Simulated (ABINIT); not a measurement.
A run of ABINIT 10.8.3 (patched build):

run.abi

```
# Pseudopotentials
pp_dirpath "./"
pseudos "Sn.upf, Se.upf"

# Structure
acell 8.044153707 8.044153707 8.044153707
rprim
     0.0000000000     0.7071067812     0.7071067812
     0.7071067812     0.0000000000     0.7071067812
     0.7071067812     0.7071067812     0.0000000000
ntypat 2
znucl 50 34
natom 2
typat 1 2
xred
     0.0000000000     0.0000000000     0.0000000000
     0.5000000000     0.5000000000     0.5000000000

# Plane-wave basis
ecut 40.0

# k points
kptopt 1
ngkpt 6 6 6
nshiftk 1
shiftk 0.0 0.0 0.0

# Exchange and correlation
ixc 7

# Bands and occupations
nband 19
occopt 3
tsmear 0.00183747

# SCF cycle
nstep 100
tolvrs 1.0e-10

# Output
iomode 3
prtwf 0
prteig 0
prtebands 0
prtden 1
prtvha 1
prtvclmb 1
prtpot 1
prtelf 1
```

Potentials or basis: PseudoDojo NC SR LDA v0.4.1 standard.

Command:

```console
$ mpirun --bind-to none -np 4 abinit run.abi > log 2>&1
```

Hardware: 4 MPI ranks on Intel(R) Xeon(R) 6975P-C (Granite Rapids), with other jobs on the host.

Estimate the wall time of this run.

Wall time 9.5 s on 4 MPI ranks on Intel(R) Xeon(R) 6975P-C (Granite Rapids), on a shared host, peak memory 0.32 GiB a rank. Counts: scf iterations 10, mpi ranks 4, k points 16, bands 19, plane waves 4471.
